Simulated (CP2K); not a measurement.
As:

```xyz
1
Lattice="2.7037 0.0000 0.0000 0.0000 2.7037 0.0000 0.0000 0.0000 2.7037" Properties=species:S:1:pos:R:3 pbc="T T T"
As    1.3518    1.3518    1.3518
```

This isn't the form of As at room conditions, which is rhombohedral.

Program: CP2K 2026.2. Alike in all runs: task single point; level PBE; no spin polarisation; cell as given; k mesh 10 × 10 × 10; smearing fermi-dirac 0.05 eV.

Order these runs on this cell by their pressure, lowest first.
A. potentials or basis GTH_POTENTIALS As GTH-PADE-q5; DZVP-MOLOPT-SR-GTH basis; potentials As GTH-PADE-q5 of GTH_POTENTIALS
B. potentials or basis GTH_POTENTIALS As GTH-PBE-q5; DZVP-MOLOPT-SR-GTH basis; potentials As GTH-PBE-q5 of GTH_POTENTIALS
C. potentials or basis POTENTIAL_UZH As GTH-PBE0-q5; DZVP-MOLOPT-SR-GTH basis; potentials As GTH-PBE0-q5 of POTENTIAL_UZH

A (-1.3 GPa), C (1.1 GPa), B (2.7 GPa).

Caveats: the basis of atomic orbitals isn't converged, which shifts pressures, moduli and gaps; the potentials were made for another functional, which shifts forces and pressure (some runs).
